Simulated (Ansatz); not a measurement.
Write the native input for Ansatz 0.2.0 that does the following.

| Quantity | Value |
| --- | --- |
| Task | relaxation of cell and atoms |
| Functional | PBEsol |
| Potentials or basis | Ansatz PAW |
| Cutoff | 420 eV (not typed: the program's choice for these potentials) |
| k mesh | 10 × 10 × 5 |
| Occupations | fermi-dirac, width 0.05 eV |
| Spin | no spin polarisation |
| Target pressure (GPa) | 0 |

Crystal: Hf.

```
CELL_PARAMETERS angstrom
3.19670 0.00000 0.00000
-1.59835 2.76842 0.00000
0.00000 0.00000 5.05780
ATOMIC_POSITIONS crystal
Hf 0.66667 0.33333 0.75000
Hf 0.33333 0.66667 0.25000
```

The input as run:

input.yaml

```yaml
crystal:
  lattice:
    - [3.1967, 0.0, 0.0]
    - [-1.59835, 2.7684234083, 0.0]
    - [0.0, 0.0, 5.0578]
  atoms:
    - { symbol: Hf, position: [0.6666666667, 0.3333333333, 0.75] }
    - { symbol: Hf, position: [0.3333333333, 0.6666666667, 0.25] }
hamiltonian:
  xc: pbesol
  pseudopotentials: { kind: paw }
kpoints:
  mp_grid: { grid: [10, 10, 5] }
scf:
  occupations: { method: fermi_dirac, width: 0.05 }
output:
  forces: true
  stress: true
  eigenvalues: true
relax:
  f_tol: 0.01
  max_steps: 40
  cell: { stress_tol: 0.05 }
```

Potentials or basis: Ansatz PAW.

Launch:

```bash
$ ansatz run input.yaml --threads 2 --pin off --max-ram 5632MiB --backend cpu --events-out ev --progress --plain --runs-dir out
```

Results of the run:

The relaxed volume is 21.57 Å³/atom. The relaxed cell is a = 3.159 Å, b = 3.159 Å, c = 4.991 Å, α = 90.00°, β = 90.00°, γ = 120.00° and the space group after relaxing (to 0.05 Å) is P6_3/mmc (No. 194). The energy gained by relaxing is 10.2 meV/atom. The ionic steps are 4. The pressure after relaxing is 0.0 GPa and the band gap on the k mesh is none (metal or under the smearing width).

Caveat: the plane-wave basis is chosen anew once the cell has moved, so the energies of steps on either side of that aren't comparable; the PAW data sets come from PBE, with cores solved anew for the run's functional, which leaves a small shift of forces and pressure.

It took 13 s on 2 threads of Intel(R) Xeon(R) Platinum 8488C (Sapphire Rapids), with other jobs on the host, peak memory 0.44 GiB.
